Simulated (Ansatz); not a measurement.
Structure: a 3-atom cell of Li2S started from a crystallographic database, at its r2SCAN minimum. Around Li lie 4 S at 2.46 Å; around S lie 8 Li at 2.46 Å.

Space group Fm-3m (No. 225). a = 5.691 Å, b = 5.691 Å, c = 5.691 Å, α = 90.00°, β = 90.00°, γ = 90.00°
```
atom  site  symmetry       x       y       z
  Li    8c      -43m  0.2500  0.7500  0.7500
   S    4a      m-3m  0.0000  0.0000  0.0000
```

4 runs of Ansatz on this cell differ in the functional (and in the settings that go with it). Levels are in eV from each run's valence top; v1 is the last filled band, c1 the first empty one.

Run A, mean stress +0.3 GPa (compression positive):
```tsv
point	v4	v3	v2	v1	c1	c2
Γ	-11.03	0.00	0.00	0.00	4.29	6.22
X	-10.47	-2.18	-1.43	-1.43	3.39	7.07
U	-10.47	-2.08	-1.98	-1.15	4.59	8.03
L	-10.60	-2.89	-0.51	-0.51	6.11	6.57
```

Run B, mean stress -0.4 GPa (compression positive):
```tsv
point	v4	v3	v2	v1	c1	c2
Γ	-12.19	0.00	0.00	0.00	5.34	7.39
X	-11.54	-2.41	-1.54	-1.54	4.34	8.23
U	-11.55	-2.24	-2.18	-1.25	5.59	9.26
L	-11.69	-3.16	-0.55	-0.55	7.27	7.72
```

Run C, mean stress 0.0 GPa (compression positive):
```tsv
point	v4	v3	v2	v1	c1	c2
Γ	-11.51	0.00	0.00	0.00	4.96	6.91
X	-10.92	-2.21	-1.43	-1.43	3.87	7.72
U	-10.92	-2.08	-2.01	-1.15	5.10	8.71
L	-11.06	-2.92	-0.51	-0.51	6.84	7.19
```

Run D, mean stress +2.6 GPa (compression positive):
```tsv
point	v4	v3	v2	v1	c1	c2
Γ	-15.64	0.00	0.00	0.00	11.85	14.18
X	-14.77	-3.07	-1.88	-1.88	10.46	15.02
U	-14.78	-2.76	-2.73	-1.51	11.88	16.22
L	-14.97	-3.93	-0.68	-0.68	14.07	14.43
```

Task: Match the runs to PBE, r2SCAN, HSE06, Hartree-Fock.

Result: A is PBE, B is HSE06, C is r2SCAN, D is Hartree-Fock. In order of the gap: PBE 3.39, r2SCAN 3.87, HSE06 4.34, Hartree-Fock 10.46 eV. The stress vanishes for r2SCAN, which relaxed the cell.

Spin-unpolarised throughout; all numbers are computed.

The stress of a hybrid is loosely converged in these runs.

The meshes of the hybrids are coarse, so their gaps aren't converged to the digits shown.
